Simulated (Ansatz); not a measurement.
# MgO2 (R-3m) in Ansatz: notebook

Runs on MgO2. Level: r2SCAN. Tasks: band structure, single point, equation of state.

All numbers are computed with Ansatz 0.2.0; they aren't measurements. Logs are shortened: lines on timing, memory, paths and dates and some standing lists are left out, and cuts for length are marked.

**1. Starting point**

The structure is trigonal, space group R-3m (No. 166). Conventional cell: a = 3.210 Å, b = 3.210 Å, c = 10.482 Å, α = 90.00°, β = 90.00°, γ = 120.00°. Mg (site symmetry -3m) has 6 O at 2.11 Å as nearest neighbours. O (site symmetry 3m) has 1 O at 1.49 Å as nearest neighbours.

The cell comes from a database or a generator and needn't be the stable form of this composition.

**2. Band structure, r2SCAN**

input.yaml

```yaml
crystal:
  lattice:
    - [1.604761016, 0.9265092046, 3.4939788749]
    - [-1.604761016, 0.9265092046, 3.4939788749]
    - [0.0, -1.8530184092, 3.4939788749]
  atoms:
    - { symbol: Mg, position: [0.0, 0.0, 0.0] }
    - { symbol: O, position: [0.571214, 0.571214, 0.571214] }
    - { symbol: O, position: [0.428786, 0.428786, 0.428786] }
hamiltonian:
  xc: r2scan
  pseudopotentials: { kind: paw }
kpoints:
  mp_grid: { grid: [10, 10, 10] }
  band_path:
    path:
      - [[0.0, 0.0, 0.0], [0.5, 0.0, 0.0], [0.5, 0.2135445148, -0.2135445148]]
      - [[0.7864554852, 0.5, 0.2135445148], [0.5, 0.5, 0.5], [0.0, 0.0, 0.0], [0.3567722574, 0.0, -0.3567722574]]
      - [[0.6432277426, 0.3567722574, 0.0], [0.5, 0.5, 0.0], [0.6432277426, 0.6432277426, 0.2135445148], [0.5, 0.5, 0.5]]
      - [[0.5, 0.0, 0.0], [0.7864554852, 0.3567722574, 0.3567722574]]
    npoints: 14
scf:
  occupations: { method: fermi_dirac, width: 0.05 }
  n_extra_bands: 7
output:
  forces: true
  stress: true
  eigenvalues: true
  fatbands: false
```

Potentials or basis: Ansatz PAW.

Started as:

```sh
$ ansatz run input.yaml --threads 2 --pin off --max-ram 5632MiB --backend cpu --events-out ev --progress --plain --runs-dir out
```

What it wrote:

```text
Warning: RAYON_NUM_THREADS=2 ignored (pool sized by the plan → 2); use --threads N
scf.n_extra_bands = 7 over 11 filled bands (N_el = 22.0): the run solves 18 bands
Engine: ansatz 0.2.0, x86_64-unknown-linux-gnu
Pseudopotentials: kind: paw
Pseudopotential: Mg, paw, valence charge 10, recommended cutoff 500 eV (meta_gga), Mg.paw.azcp
Pseudopotential: O, paw, valence charge 6, recommended cutoff 500 eV (meta_gga), O.paw.azcp
Functional definition: r2SCAN
  parameter k0 = 0.174
  parameter k1 = 0.065
  parameter a1 = 4.9479
  exchange = r2scan_x(k0 = k0, k1 = k1, a1 = a1)
  correlation = r2scan_c
Crystal: 3 atoms, lattice volume = 31.170 Å³
Basis set: ecut = 500 eV, 775 PW (Γ), exchange–correlation on 120×120×120 points (64 copies of the dense FFT grid, shifted against one another)
Bands: 18, of which v1, the nominal top of the filled ones, is band 11 counted from 1 (10 counted from 0)
Symmetry: 12 space group operations
Space group: R-3m (ITA 166), of the structure as read, at distance tolerance 3.1e-5 Å
k-points: 116 of 1000
Non-local potential: Mg, projectors of the file, l = 0: 3, l = 1: 2, l = 2: 1
Non-local potential: O, projectors of the file, l = 0: 2, l = 1: 2, l = 2: 1
PAW form: soft (Blöchl's): semilocal exchange-correlation on the pseudo side does not see the compensation charge
PAW frozen core: Mg, regenerated for the run's functional (the file was generated under x = pbe(κ = 0.804, μ = 0.2195149727645171), c = pbe(β = 0.06672455060314922))
PAW frozen core: O, regenerated for the run's functional (the file was generated under x = pbe(κ = 0.804, μ = 0.2195149727645171), c = pbe(β = 0.06672455060314922))
PAW one-centre angular grid: Mg, 302 points (default); XC on 224 Gauss nodes
PAW one-centre angular grid: O, 302 points (default); XC on 160 Gauss nodes
Initial density: superposition of atomic densities (neutral atoms: chi_scale 0, normalization atom), corrected by the library's trained network
Initial wavefunctions: pseudopotential atomic-orbital guess
Functional: x = r2scan, c = r2scan; τ floored in thin density (d = 2e-4 eV/Å³)
SCF iter   1: F=—  HF=-3063.630248 eV  |F-HF|=—  |Δ(HF+E_count)|=         —  Δρ=1.06e-2  dr2=1.14e-2  dr2_τ=1.31e-1  ethr=1.77e-3  ⟨swp⟩=5.6  Hψ=10767  notcnv=0  defer=52
preconditioner: auto → none  [insulator: Δε(μ)=2.917 eV  Ē_g=20.632 eV  σ=0.050 eV  W_gap=1.00  n_scr=14 (ndim 8)  ℏωp=24.9 eV  f_vac=0.042  D(μ)=0.00/eV (n_scr^D=0)  ε∞_Penn≈2.5]
SCF iter   2: F=—  HF=-3063.703683 eV  |F-HF|=—  |Δ(HF+E_count)|=   7.34e-2  Δρ=4.97e-3  dr2=2.60e-3  dr2_τ=2.24e-4  ethr=5.18e-5  ⟨swp⟩=2.0  Hψ=4876  notcnv=0  defer=228
SCF iter   3: F=—  HF=-3063.704097 eV  |F-HF|=—  |Δ(HF+E_count)|=   4.14e-4  Δρ=1.21e-3  dr2=2.47e-4  dr2_τ=2.89e-5  ethr=1.18e-5  ⟨swp⟩=2.6  Hψ=3095  notcnv=0  defer=228
SCF iter   4: F=—  HF=-3063.704042 eV  |F-HF|=—  |Δ(HF+E_count)|=   5.45e-5  Δρ=3.04e-4  dr2=1.77e-5  dr2_τ=5.08e-6  ethr=1.12e-6  ⟨swp⟩=2.0  Hψ=2526  notcnv=0  defer=228
SCF iter   5: F=—  HF=-3063.704043 eV  |F-HF|=—  |Δ(HF+E_count)|=   7.15e-7  Δρ=6.03e-5  dr2=3.45e-7  dr2_τ=6.59e-8  ethr=8.02e-8  ⟨swp⟩=2.2  Hψ=2516  notcnv=0  defer=228
SCF iter   6: F=-3063.704043 eV  HF=-3063.704043 eV  |F-HF|=2.67e-9  |Δ(HF+E_count)|=   4.34e-7  Δρ=1.04e-5  dr2=1.69e-8  dr2_τ=2.22e-9  ethr=4.55e-10  ⟨swp⟩=9.1  Hψ=9361  notcnv=0
SCF 1 converged in 6 iterations: F = -3063.704043 eV  dr2 = 1.69e-8
NSCF: frozen V_eff on 130 k-points
SCF converged after 6 iterations
Free energy (F): -3063.704043 eV
Harris-Foulkes:  -3063.704043 eV  (|F-HF|=2.67e-9)
Internal energy: -3063.704043 eV  (E = F + TS)
E sigma→0 (E₀):  -3063.704043 eV
Fermi energy:    7.485103 eV
--- Per-component energies (eV) ---
  E_band       = -379.815268
  E_kinetic    = 427.394242
  E_local      = -2147.140432  (includes V_loc(G=0)·N_el)
  E_nonlocal   = 190.878011
  E_hartree    = 749.832316
  E_xc         = -173.880371
  E_vxc        = -251.315291  (∫ρ·V_xc dr)
  E_paw        = -615.358087  (= ΣΔE_a)
  E_vpaw       = -115.886341  (= ΣTr[D̂ρ^β])
  E_aug_tail   = 0.002086  (compensation charges beyond the density's cutoff)
  E_vtau       = 16.590768  (kinetic-family band-sum trace: ∫τ·v_τ [+ j·A + Jᵃ·Aᵃ] dr)
  E_ewald      = -1495.341718
  E_core_change = -0.090090  (= ΣΔE_core)
  E_smearing   = -0.000000  (= −TS)
  E_closure    = -0.000000  (closes the sum)
  Σ components = -3063.704043   (vs F -3063.704043, Δ=0.00e0)
--- Forces (eV/Å), atoms counted from 1 ---
  atom   1  Mg     0.00000000     0.00000000    -0.00000000
  atom   2  O     -0.00000000    -0.00000000    -0.21559190
  atom   3  O     -0.00000000     0.00000000     0.21559190
  max |Σ_I F_I| component: 3.47e-18 eV/Å
--- Stress (GPa, compression-positive) ---
       -4.868757       0.000000       0.000000
        0.000000      -4.868757       0.000000
        0.000000       0.000000      -6.568619
  P = ⅓ Tr σ = -5.4354 GPa (-54.354 kbar)
--- Band table (eV; the first three rows and the last of 116) ---
  k-point 0: bands = ["-70.1991", "-35.3230", "-35.2922", "-35.2922", "-16.3047", "-9.4967", "-1.5966", "2.5202", "2.5202", "5.1191", "5.1191", "11.2505", "11.5590", "19.0962", "21.1237", "21.7536", "21.7536", "23.7427"]
  k-point 1: bands = ["-70.1989", "-35.3225", "-35.2954", "-35.2928", "-16.2587", "-9.5248", "-1.5264", "2.2476", "2.4865", "5.0549", "5.0755", "11.3675", "11.8173", "19.1458", "20.7420", "21.2789", "22.0367", "23.2748"]
  k-point 2: bands = ["-70.1984", "-35.3214", "-35.3037", "-35.2946", "-16.1358", "-9.5988", "-1.3394", "1.5889", "2.4001", "4.9235", "4.9631", "11.3341", "12.7535", "19.1395", "19.4286", "21.5863", "22.3871", "22.8508"]
  k-point 115: bands = ["-70.1990", "-35.3268", "-35.2923", "-35.2923", "-15.7874", "-11.0702", "1.1045", "1.9862", "1.9862", "5.9420", "5.9420", "8.8909", "11.6718", "16.4042", "21.1851", "21.1851", "24.0638", "24.0638"]
```

It took 4.4 s on 2 threads of AMD EPYC 7R43 (Zen 3), shared host; peak memory 0.53 GiB.

What came out:

| Item | Value |
| --- | --- |
| Free energy | -3063.7040 eV |
| Pressure | -5.4 GPa |
| Largest force | 0.216 eV/Å |
| Band gap on the k mesh | 2.95 eV, direct |
| Band gap along the path | 2.95 eV, direct |

Forces on the atoms (eV/Å):
```
Mg   0.000  0.000  0.000
O    0.000  0.000 -0.216
O    0.000  0.000  0.216
```

Stress tensor (GPa, compression positive):
```
-4.87  0.00  0.00
 0.00 -4.87  0.00
 0.00  0.00 -6.57
```

Levels at the corners of the path, in eV from the valence-band top:
| point | band 9 | band 10 | band 11 | band 12 | band 13 | band 14 |
| --- | --- | --- | --- | --- | --- | --- |
| Γ | -3.42 | -0.82 | -0.82 | 5.31 | 5.62 | 13.15 |
| L | -3.76 | -1.26 | -1.11 | 4.91 | 9.44 | 11.20 |
| B1 | -4.70 | -2.03 | -0.68 | 4.52 | 10.75 | 10.94 |
| B | -4.70 | -2.03 | -0.68 | 4.52 | 10.75 | 10.94 |
| Z | -3.96 | 0.00 | 0.00 | 2.95 | 5.73 | 10.46 |
| Γ | -3.42 | -0.82 | -0.82 | 5.31 | 5.62 | 13.15 |
| X | -5.03 | -1.79 | -0.87 | 4.62 | 10.47 | 11.60 |
| Q | -5.03 | -1.79 | -0.87 | 4.62 | 10.47 | 11.60 |
| F | -4.43 | -2.11 | -0.14 | 4.22 | 8.66 | 11.90 |
| P1 | -4.30 | -2.07 | -0.35 | 4.29 | 8.98 | 11.45 |
| Z | -3.96 | 0.00 | 0.00 | 2.95 | 5.73 | 10.46 |
| L | -3.76 | -1.26 | -1.11 | 4.91 | 9.44 | 11.20 |
| P | -4.30 | -2.07 | -0.35 | 4.29 | 8.98 | 11.45 |

Caveat: the PAW data sets come from PBE, with cores solved anew for the run's functional, which leaves a small shift of forces and pressure.

**3. Single point, r2SCAN, 9.77 Å³/atom (volume scaled by 0.94)**

input.yaml

```yaml
crystal:
  lattice:
    - [1.5720015991, 0.9075955464, 3.42265317]
    - [-1.5720015991, 0.9075955464, 3.42265317]
    - [0.0, -1.8151910928, 3.42265317]
  atoms:
    - { symbol: Mg, position: [0.0, 0.0, 0.0] }
    - { symbol: O, position: [0.571214, 0.571214, 0.571214] }
    - { symbol: O, position: [0.428786, 0.428786, 0.428786] }
hamiltonian:
  xc: r2scan
  pseudopotentials: { kind: paw }
kpoints:
  mp_grid: { grid: [10, 10, 10] }
scf:
  occupations: { method: fermi_dirac, width: 0.05 }
output:
  forces: true
  stress: true
  eigenvalues: true
```

Potentials or basis: Ansatz PAW.

Started as:

```sh
$ ansatz run input.yaml --threads 2 --pin off --max-ram 5632MiB --backend cpu --events-out ev --progress --plain --runs-dir out
```

What it wrote:

```text
Warning: RAYON_NUM_THREADS=2 ignored (pool sized by the plan → 2); use --threads N
[... 10 set-up lines as earlier in the session ...]
Crystal: 3 atoms, lattice volume = 29.299 Å³
Basis set: ecut = 500 eV, 727 PW (Γ), exchange–correlation on 120×120×120 points (64 copies of the dense FFT grid, shifted against one another)
Bands: 15, of which v1, the nominal top of the filled ones, is band 11 counted from 1 (10 counted from 0)
[... 2 set-up lines as earlier in the session ...]
k-points: 116 of 1000
[... 10 set-up lines as earlier in the session ...]
SCF iter   1: F=—  HF=-3063.638843 eV  |F-HF|=—  |Δ(HF+E_count)|=         —  Δρ=1.09e-2  dr2=1.09e-2  dr2_τ=1.47e-1  ethr=1.77e-3  ⟨swp⟩=5.3  Hψ=9500  notcnv=0
preconditioner: auto → none  [insulator: Δε(μ)=3.311 eV  Ē_g=18.173 eV  σ=0.050 eV  W_gap=1.00  n_scr=8 (ndim 8)  ℏωp=25.7 eV  f_vac=0.033  D(μ)=0.00/eV (n_scr^D=0)  ε∞_Penn≈3.0]
SCF iter   2: F=—  HF=-3063.719024 eV  |F-HF|=—  |Δ(HF+E_count)|=   8.02e-2  Δρ=5.09e-3  dr2=2.58e-3  dr2_τ=2.36e-4  ethr=4.95e-5  ⟨swp⟩=2.1  Hψ=4414  notcnv=0
SCF iter   3: F=—  HF=-3063.719512 eV  |F-HF|=—  |Δ(HF+E_count)|=   4.88e-4  Δρ=1.49e-3  dr2=3.34e-4  dr2_τ=4.44e-5  ethr=1.17e-5  ⟨swp⟩=2.1  Hψ=2797  notcnv=0
SCF iter   4: F=—  HF=-3063.719425 eV  |F-HF|=—  |Δ(HF+E_count)|=   8.70e-5  Δρ=3.17e-4  dr2=1.23e-5  dr2_τ=4.48e-6  ethr=1.52e-6  ⟨swp⟩=2.0  Hψ=2358  notcnv=0
SCF iter   5: F=—  HF=-3063.719429 eV  |F-HF|=—  |Δ(HF+E_count)|=   3.29e-6  Δρ=5.36e-5  dr2=2.16e-7  dr2_τ=5.22e-8  ethr=5.57e-8  ⟨swp⟩=2.0  Hψ=2491  notcnv=0
SCF iter   6: F=-3063.719429 eV  HF=-3063.719429 eV  |F-HF|=3.52e-9  |Δ(HF+E_count)|=   3.78e-7  Δρ=9.73e-6  dr2=9.71e-9  dr2_τ=2.18e-9  ethr=4.55e-10  ⟨swp⟩=5.2  Hψ=7871  notcnv=0
SCF 1 converged in 6 iterations: F = -3063.719429 eV  dr2 = 9.71e-9
SCF converged after 6 iterations
Free energy (F): -3063.719429 eV
Harris-Foulkes:  -3063.719429 eV  (|F-HF|=3.52e-9)
Internal energy: -3063.719429 eV  (E = F + TS)
E sigma→0 (E₀):  -3063.719429 eV
Fermi energy:    8.476425 eV
--- Per-component energies (eV) ---
  E_band       = -364.761192
  E_kinetic    = 430.244523
  E_local      = -2102.124239  (includes V_loc(G=0)·N_el)
  E_nonlocal   = 191.128126
  E_hartree    = 733.745758
  E_xc         = -174.668640
  E_vxc        = -252.321858  (∫ρ·V_xc dr)
  E_paw        = -615.453298  (= ΣΔE_a)
  E_vpaw       = -115.713012  (= ΣTr[D̂ρ^β])
  E_aug_tail   = 0.002028  (compensation charges beyond the density's cutoff)
  E_vtau       = 16.533622  (kinetic-family band-sum trace: ∫τ·v_τ [+ j·A + Jᵃ·Aᵃ] dr)
  E_ewald      = -1526.503597
  E_core_change = -0.090090  (= ΣΔE_core)
  E_smearing   = -0.000000  (= −TS)
  E_closure    = -0.000000  (closes the sum)
  Σ components = -3063.719429   (vs F -3063.719429, Δ=0.00e0)
--- Forces (eV/Å), atoms counted from 1 ---
  atom   1  Mg    -0.00000000     0.00000000     0.00000000
  atom   2  O     -0.00000000     0.00000000     0.08838487
  atom   3  O      0.00000000    -0.00000000    -0.08838487
  max |Σ_I F_I| component: 2.31e-18 eV/Å
--- Stress (GPa, compression-positive) ---
        1.986311       0.000000       0.000000
        0.000000       1.986311      -0.000000
        0.000000      -0.000000       5.827891
  P = ⅓ Tr σ = 3.2668 GPa (32.668 kbar)
--- Band table (eV; the first three rows and the last of 116) ---
  k-point 0: bands = ["-69.2433", "-34.3727", "-34.3372", "-34.3372", "-16.1016", "-8.7088", "-1.2617", "3.0536", "3.0536", "5.8252", "5.8252", "12.2840", "12.7017", "20.4603", "22.4849"]
  k-point 1: bands = ["-69.2430", "-34.3721", "-34.3414", "-34.3380", "-16.0501", "-8.7425", "-1.1850", "2.7643", "3.0155", "5.7561", "5.7809", "12.4737", "12.9127", "20.4897", "21.7977"]
  k-point 2: bands = ["-69.2423", "-34.3705", "-34.3525", "-34.3402", "-15.9119", "-8.8306", "-0.9824", "2.0649", "2.9179", "5.6180", "5.6666", "12.4920", "13.8481", "20.1994", "20.7645"]
  k-point 115: bands = ["-69.2432", "-34.3783", "-34.3372", "-34.3372", "-15.5384", "-10.5135", "1.6887", "2.4698", "2.4698", "6.7404", "6.7404", "10.0898", "12.4968", "17.8359", "22.3743"]
```

It took 2.8 s on 2 threads of AMD EPYC 7R43 (Zen 3), shared host; peak memory 0.5 GiB.

What came out:

```yaml
Free_energy: -3063.7194 eV
Pressure: 3.3 GPa
Largest_force: 0.088 eV/Å
Band_gap_on_the_k_mesh: 3.35 eV, direct
```

Caveat: the PAW data sets come from PBE, with cores solved anew for the run's functional, which leaves a small shift of forces and pressure.

**4. Single point, r2SCAN, 9.97 Å³/atom (volume scaled by 0.96)**

Changes to input.yaml since step 3:

```diff
@@ -2,5 +2,5 @@
   lattice:
-    - [1.5720015991, 0.9075955464, 3.42265317]
-    - [-1.5720015991, 0.9075955464, 3.42265317]
-    - [0.0, -1.8151910928, 3.42265317]
+    - [1.5830723976, 0.9139872749, 3.4467571555]
+    - [-1.5830723976, 0.9139872749, 3.4467571555]
+    - [0.0, -1.8279745499, 3.4467571555]
   atoms:
@@ -20 +20,5 @@
   eigenvalues: true
+  write_density: true
+  write_potential: true
+  elf: true
+  volumetric_format: npy
```

Started as:

```sh
$ ansatz run input.yaml --threads 2 --pin off --max-ram 5632MiB --backend cpu --events-out ev --progress --plain --runs-dir out
```

It took 3.6 s on 2 threads of AMD EPYC 7R43 (Zen 3), shared host; peak memory 0.52 GiB.

Results (log left out):

- Free energy: -3063.7258 eV
- Pressure: 0.0 GPa
- Largest force: 0.021 eV/Å
- Band gap on the k mesh: 3.21 eV, direct

Caveat: the PAW data sets come from PBE, with cores solved anew for the run's functional, which leaves a small shift of forces and pressure.

**5. Single point, r2SCAN, 10.18 Å³/atom (volume scaled by 0.98)**

Changes to input.yaml since step 4:

```diff
@@ -2,5 +2,5 @@
   lattice:
-    - [1.5830723976, 0.9139872749, 3.4467571555]
-    - [-1.5830723976, 0.9139872749, 3.4467571555]
-    - [0.0, -1.8279745499, 3.4467571555]
+    - [1.5939904833, 0.9202908347, 3.4705286457]
+    - [-1.5939904833, 0.9202908347, 3.4705286457]
+    - [0.0, -1.8405816693, 3.4705286457]
   atoms:
```

Started as:

```sh
$ ansatz run input.yaml --threads 2 --pin off --max-ram 5632MiB --backend cpu --events-out ev --progress --plain --runs-dir out
```

Run time: 3.5 s. Hardware: 2 threads of AMD EPYC 7R43 (Zen 3), shared host; peak memory 0.52 GiB.

The run converged. Its results:

```yaml
Free_energy: -3063.7202 eV
Pressure: -2.8 GPa
Largest_force: 0.122 eV/Å
Band_gap_on_the_k_mesh: 3.08 eV, direct
```

Caveat: the PAW data sets come from PBE, with cores solved anew for the run's functional, which leaves a small shift of forces and pressure.

**6. Single point, r2SCAN, 10.39 Å³/atom**

Changes to input.yaml since step 5:

```diff
@@ -2,5 +2,5 @@
   lattice:
-    - [1.5939904833, 0.9202908347, 3.4705286457]
-    - [-1.5939904833, 0.9202908347, 3.4705286457]
-    - [0.0, -1.8405816693, 3.4705286457]
+    - [1.604761016, 0.9265092046, 3.4939788749]
+    - [-1.604761016, 0.9265092046, 3.4939788749]
+    - [0.0, -1.8530184092, 3.4939788749]
   atoms:
```

Potentials or basis: Ansatz PAW.

Started as:

```sh
$ ansatz run input.yaml --threads 2 --pin off --max-ram 5632MiB --backend cpu --events-out ev --progress --plain --runs-dir out
```

Run time: 3.5 s. Hardware: 2 threads of AMD EPYC 7R43 (Zen 3), shared host; peak memory 0.51 GiB.

It converged, with:

| Quantity | Value |
| --- | --- |
| Free energy | -3063.7040 eV |
| Pressure | -5.4 GPa |
| Largest force | 0.216 eV/Å |
| Band gap on the k mesh | 2.95 eV, direct |

Caveat: the PAW data sets come from PBE, with cores solved anew for the run's functional, which leaves a small shift of forces and pressure.

**7. Single point, r2SCAN, 10.60 Å³/atom (volume scaled by 1.02)**

Changes to input.yaml since step 6:

```diff
@@ -2,5 +2,5 @@
   lattice:
-    - [1.604761016, 0.9265092046, 3.4939788749]
-    - [-1.604761016, 0.9265092046, 3.4939788749]
-    - [0.0, -1.8530184092, 3.4939788749]
+    - [1.6153888821, 0.932645206, 3.5171184822]
+    - [-1.6153888821, 0.932645206, 3.5171184822]
+    - [0.0, -1.8652904119, 3.5171184822]
   atoms:
```

Started as:

```sh
$ ansatz run input.yaml --threads 2 --pin off --max-ram 5632MiB --backend cpu --events-out ev --progress --plain --runs-dir out
```

Run time: 3.4 s. Hardware: 2 threads of AMD EPYC 7R43 (Zen 3), shared host; peak memory 0.52 GiB.

It converged, with:

| Quantity | Value |
| --- | --- |
| Free energy | -3063.6783 eV |
| Pressure | -7.8 GPa |
| Largest force | 0.303 eV/Å |
| Band gap on the k mesh | 2.83 eV, direct |

Caveat: the PAW data sets come from PBE, with cores solved anew for the run's functional, which leaves a small shift of forces and pressure.

**8. Single point, r2SCAN, 10.81 Å³/atom (volume scaled by 1.04)**

Changes to input.yaml since step 7:

```diff
@@ -2,5 +2,5 @@
   lattice:
-    - [1.6153888821, 0.932645206, 3.5171184822]
-    - [-1.6153888821, 0.932645206, 3.5171184822]
-    - [0.0, -1.8652904119, 3.5171184822]
+    - [1.6258787142, 0.9387015134, 3.5399575539]
+    - [-1.6258787142, 0.9387015134, 3.5399575539]
+    - [0.0, -1.8774030267, 3.5399575539]
   atoms:
@@ -20,5 +20 @@
   eigenvalues: true
-  write_density: true
-  write_potential: true
-  elf: true
-  volumetric_format: npy
```

Started as:

```sh
$ ansatz run input.yaml --threads 2 --pin off --max-ram 5632MiB --backend cpu --events-out ev --progress --plain --runs-dir out
```

Wall time 2.8 s (2 threads of AMD EPYC 7R43 (Zen 3), shared host); peak memory 0.52 GiB.

It converged, with:

| Property | Result |
| --- | --- |
| Free energy | -3063.6439 eV |
| Pressure | -9.9 GPa |
| Largest force | 0.384 eV/Å |
| Band gap on the k mesh | 2.71 eV, direct |

Caveat: the PAW data sets come from PBE, with cores solved anew for the run's functional, which leaves a small shift of forces and pressure.

**9. Single point, r2SCAN, 11.01 Å³/atom (volume scaled by 1.06)**

Changes to input.yaml since step 8:

```diff
@@ -2,5 +2,5 @@
   lattice:
-    - [1.6258787142, 0.9387015134, 3.5399575539]
-    - [-1.6258787142, 0.9387015134, 3.5399575539]
-    - [0.0, -1.8774030267, 3.5399575539]
+    - [1.6362349088, 0.9446806651, 3.5625056621]
+    - [-1.6362349088, 0.9446806651, 3.5625056621]
+    - [0.0, -1.8893613302, 3.5625056621]
   atoms:
```

Potentials or basis: Ansatz PAW.

Started as:

```sh
$ ansatz run input.yaml --threads 2 --pin off --max-ram 5632MiB --backend cpu --events-out ev --progress --plain --runs-dir out
```

Wall time 2.8 s (2 threads of AMD EPYC 7R43 (Zen 3), shared host); peak memory 0.51 GiB.

The run converged. Its results:

| Quantity | Value |
| --- | --- |
| Free energy | -3063.6018 eV |
| Pressure | -11.7 GPa |
| Largest force | 0.459 eV/Å |
| Band gap on the k mesh | 2.60 eV, direct |

Caveat: the PAW data sets come from PBE, with cores solved anew for the run's functional, which leaves a small shift of forces and pressure.

**10. Equation of state, r2SCAN**

No new run: the results of the series are fitted here.

What came out:

* Equilibrium volume: 9.98 Å³/atom
* Bulk modulus at fixed shape and positions: 146 GPa
* Pressure derivative of the bulk modulus: 4.2

Energy against volume, from the lowest point:
```csv
volume (Å³/atom),energy (meV/atom)
9.766,2.11
9.974,0.00
10.182,1.84
10.390,7.24
10.598,15.83
10.805,27.29
11.013,41.32
```

Caveat: the cell was scaled at fixed shape and fractional positions, which overstates the stiffness of a crystal with free parameters, most of all of layers and chains; the PAW data sets were made with another functional, which shifts forces and pressure a little.
